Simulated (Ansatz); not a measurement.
Born–Oppenheimer molecular dynamics of a periodic cell of 16 atoms, WC (start crystal WC, start structure P-6m2, volume 1.05 times the crystal's). It goes on from the last frame of an earlier run, with new velocities.

Method: DFT PBE, scalar-relativistic, plane waves, PAW in Ansatz. Settings: PAW set soft_1, cutoff 420 eV, k mesh 3x3x3, fermi-dirac smearing 0.3 eV, no spin polarisation.

```yaml
ensemble: NPT, Langevin
time_step: 1 fs
steps_asked: 280
set_temperature: 2450 K
friction: 0.05 /fs
pressure: 5 GPa
seed: 656330
```

Frames 1 fs apart, positions in Å.

Velocities at 190 fs (Å/ps):

```
W 2.60 -2.35 -0.33
C -8.89 3.83 8.84
W 0.09 0.92 -1.25
C 4.91 11.03 16.14
W 0.30 -2.14 0.50
C 4.46 5.19 27.46
W 1.42 -1.32 -1.91
C 12.24 -9.52 -18.19
W 6.79 4.58 3.60
C -15.46 -3.27 -9.30
W -3.33 -3.30 3.03
C -19.66 1.75 -9.76
W 4.17 -0.47 3.69
C -1.60 -13.35 -0.31
W -2.93 -1.99 -3.66
C 4.85 -4.28 -2.67
```

```xyz
16
Lattice="-3.0812 -5.3367 0.0000 4.3912 -2.5353 0.0000 0.0000 0.0000 5.6721" Properties=species:S:1:pos:R:3 time_fs=190 energy_less_start_eV=-1.313 T=1804
W -0.205 -4.970 -0.052
C 1.285 -4.071 1.314
W -0.186 -5.058 2.850
C 1.207 -4.227 4.475
W -1.688 -2.444 -0.146
C -0.196 -1.262 1.563
W -1.436 -2.426 2.760
C -0.030 -1.395 4.412
W 1.362 -2.517 -0.052
C 2.808 -1.164 1.357
W 1.226 -2.292 2.766
C 2.814 -1.548 4.200
W -0.248 0.263 0.022
C -1.549 -4.139 1.233
W -0.065 0.296 3.072
C -1.711 -4.346 4.387
16
Lattice="-3.0826 -5.3392 0.0000 4.3939 -2.5368 0.0000 0.0000 0.0000 5.6731" Properties=species:S:1:pos:R:3 time_fs=191 energy_less_start_eV=-1.362 T=1816
W -0.202 -4.975 -0.053
C 1.277 -4.069 1.327
W -0.187 -5.059 2.848
C 1.215 -4.218 4.492
W -1.689 -2.446 -0.145
C -0.192 -1.258 1.591
W -1.435 -2.429 2.759
C -0.018 -1.407 4.391
W 1.369 -2.514 -0.049
C 2.797 -1.173 1.351
W 1.224 -2.296 2.769
C 2.801 -1.548 4.191
W -0.245 0.263 0.025
C -1.551 -4.149 1.237
W -0.068 0.293 3.069
C -1.710 -4.351 4.384
16
Lattice="-3.0832 -5.3403 0.0000 4.3956 -2.5378 0.0000 0.0000 0.0000 5.6734" Properties=species:S:1:pos:R:3 time_fs=192 energy_less_start_eV=-1.446 T=2057
W -0.199 -4.980 -0.054
C 1.266 -4.065 1.345
W -0.189 -5.060 2.846
C 1.227 -4.209 4.508
W -1.689 -2.447 -0.144
C -0.185 -1.256 1.616
W -1.436 -2.431 2.759
C -0.002 -1.419 4.368
W 1.375 -2.508 -0.045
C 2.788 -1.190 1.349
W 1.222 -2.300 2.771
C 2.793 -1.546 4.185
W -0.244 0.265 0.029
C -1.553 -4.156 1.243
W -0.069 0.289 3.065
C -1.709 -4.353 4.377
16
Lattice="-3.0840 -5.3417 0.0000 4.3966 -2.5384 0.0000 0.0000 0.0000 5.6748" Properties=species:S:1:pos:R:3 time_fs=193 energy_less_start_eV=-1.520 T=1924
W -0.197 -4.984 -0.055
C 1.255 -4.060 1.363
W -0.193 -5.059 2.844
C 1.240 -4.204 4.520
W -1.690 -2.447 -0.142
C -0.176 -1.251 1.640
W -1.436 -2.434 2.760
C 0.013 -1.432 4.345
W 1.381 -2.504 -0.041
C 2.781 -1.210 1.348
W 1.219 -2.305 2.775
C 2.791 -1.537 4.183
W -0.243 0.268 0.032
C -1.564 -4.163 1.249
W -0.071 0.286 3.061
C -1.704 -4.354 4.370
16
Lattice="-3.0853 -5.3439 0.0000 4.3968 -2.5385 0.0000 0.0000 0.0000 5.6782" Properties=species:S:1:pos:R:3 time_fs=194 energy_less_start_eV=-1.576 T=1889
W -0.197 -4.990 -0.055
C 1.243 -4.058 1.378
W -0.197 -5.059 2.844
C 1.252 -4.199 4.527
W -1.691 -2.446 -0.140
C -0.170 -1.248 1.665
W -1.434 -2.437 2.763
C 0.028 -1.443 4.324
W 1.385 -2.502 -0.036
C 2.771 -1.229 1.352
W 1.217 -2.308 2.781
C 2.791 -1.530 4.186
W -0.241 0.269 0.035
C -1.583 -4.172 1.255
W -0.075 0.284 3.058
C -1.699 -4.354 4.365
16
Lattice="-3.0865 -5.3460 0.0000 4.3979 -2.5391 0.0000 0.0000 0.0000 5.6819" Properties=species:S:1:pos:R:3 time_fs=195 energy_less_start_eV=-1.632 T=2116
W -0.195 -4.997 -0.056
C 1.233 -4.053 1.392
W -0.201 -5.058 2.844
C 1.265 -4.190 4.528
W -1.692 -2.445 -0.137
C -0.161 -1.250 1.689
W -1.432 -2.440 2.767
C 0.043 -1.456 4.303
W 1.389 -2.501 -0.031
C 2.761 -1.246 1.363
W 1.215 -2.312 2.785
C 2.795 -1.528 4.194
W -0.240 0.270 0.037
C -1.606 -4.180 1.258
W -0.079 0.280 3.057
C -1.694 -4.348 4.357
16
Lattice="-3.0884 -5.3493 0.0000 4.3995 -2.5401 0.0000 0.0000 0.0000 5.6852" Properties=species:S:1:pos:R:3 time_fs=196 energy_less_start_eV=-1.678 T=1989
W -0.193 -5.004 -0.057
C 1.225 -4.049 1.407
W -0.206 -5.059 2.844
C 1.278 -4.179 4.526
W -1.692 -2.444 -0.133
C -0.147 -1.253 1.708
W -1.429 -2.444 2.770
C 0.056 -1.471 4.283
W 1.395 -2.501 -0.027
C 2.749 -1.262 1.381
W 1.215 -2.315 2.788
C 2.800 -1.528 4.204
W -0.238 0.271 0.040
C -1.629 -4.183 1.257
W -0.082 0.276 3.056
C -1.687 -4.337 4.346
16
Lattice="-3.0910 -5.3538 0.0000 4.4005 -2.5406 0.0000 0.0000 0.0000 5.6885" Properties=species:S:1:pos:R:3 time_fs=197 energy_less_start_eV=-1.714 T=1681
W -0.193 -5.012 -0.057
C 1.216 -4.046 1.421
W -0.210 -5.062 2.844
C 1.288 -4.168 4.521
W -1.692 -2.445 -0.130
C -0.135 -1.255 1.723
W -1.428 -2.450 2.773
C 0.066 -1.484 4.266
W 1.400 -2.503 -0.024
C 2.731 -1.276 1.400
W 1.216 -2.318 2.789
C 2.803 -1.527 4.217
W -0.237 0.271 0.043
C -1.653 -4.182 1.256
W -0.084 0.272 3.055
C -1.679 -4.324 4.337
16
Lattice="-3.0938 -5.3586 0.0000 4.4018 -2.5414 0.0000 0.0000 0.0000 5.6907" Properties=species:S:1:pos:R:3 time_fs=198 energy_less_start_eV=-1.747 T=1511
W -0.193 -5.018 -0.057
C 1.207 -4.045 1.435
W -0.215 -5.065 2.845
C 1.296 -4.156 4.511
W -1.692 -2.446 -0.129
C -0.122 -1.254 1.732
W -1.428 -2.456 2.776
C 0.072 -1.497 4.252
W 1.405 -2.504 -0.021
C 2.714 -1.291 1.416
W 1.218 -2.322 2.790
C 2.805 -1.525 4.231
W -0.237 0.269 0.047
C -1.676 -4.184 1.257
W -0.086 0.268 3.054
C -1.674 -4.312 4.328
16
Lattice="-3.0962 -5.3628 0.0000 4.4029 -2.5420 0.0000 0.0000 0.0000 5.6911" Properties=species:S:1:pos:R:3 time_fs=199 energy_less_start_eV=-1.775 T=1767
W -0.194 -5.024 -0.057
C 1.200 -4.045 1.442
W -0.220 -5.067 2.845
C 1.303 -4.141 4.495
W -1.692 -2.448 -0.129
C -0.111 -1.253 1.737
W -1.429 -2.462 2.777
C 0.080 -1.509 4.237
W 1.411 -2.505 -0.020
C 2.700 -1.311 1.428
W 1.219 -2.327 2.788
C 2.804 -1.525 4.245
W -0.237 0.267 0.051
C -1.699 -4.188 1.259
W -0.088 0.264 3.054
C -1.669 -4.298 4.316
16
Lattice="-3.0986 -5.3669 0.0000 4.4038 -2.5425 0.0000 0.0000 0.0000 5.6897" Properties=species:S:1:pos:R:3 time_fs=200 energy_less_start_eV=-1.816 T=1517
W -0.194 -5.029 -0.057
C 1.194 -4.045 1.446
W -0.223 -5.070 2.843
C 1.309 -4.124 4.476
W -1.692 -2.449 -0.128
C -0.104 -1.255 1.737
W -1.430 -2.470 2.776
C 0.084 -1.519 4.223
W 1.416 -2.506 -0.019
C 2.688 -1.332 1.434
W 1.221 -2.332 2.784
C 2.804 -1.523 4.261
W -0.237 0.264 0.053
C -1.720 -4.193 1.264
W -0.091 0.262 3.053
C -1.668 -4.281 4.299
16
Lattice="-3.1009 -5.3710 0.0000 4.4053 -2.5434 0.0000 0.0000 0.0000 5.6871" Properties=species:S:1:pos:R:3 time_fs=201 energy_less_start_eV=-1.880 T=1186
W -0.194 -5.035 -0.055
C 1.190 -4.043 1.451
W -0.226 -5.074 2.840
C 1.316 -4.111 4.454
W -1.692 -2.450 -0.127
C -0.099 -1.257 1.733
W -1.431 -2.477 2.775
C 0.086 -1.529 4.214
W 1.420 -2.509 -0.018
C 2.680 -1.355 1.435
W 1.223 -2.337 2.780
C 2.804 -1.519 4.276
W -0.237 0.262 0.054
C -1.740 -4.199 1.267
W -0.093 0.262 3.050
C -1.670 -4.262 4.282
```

Of the whole run (280 fs, mean temperature of the second half 2445 K): The conserved energy stayed within 0.43 meV per atom of its start (net change -0.11 meV per atom), so the integration is sound. A run of 0.28 ps of so small a system gives no equilibrium averages. Limits of this set-up: coarse k mesh. The cell's volume went from 164 to 174 Å³.

Time of the run: 29 min on 2 threads of Intel(R) Xeon(R) CPU @ 2.60GHz (Ice Lake) (shared host), peak memory 0.81 GiB.
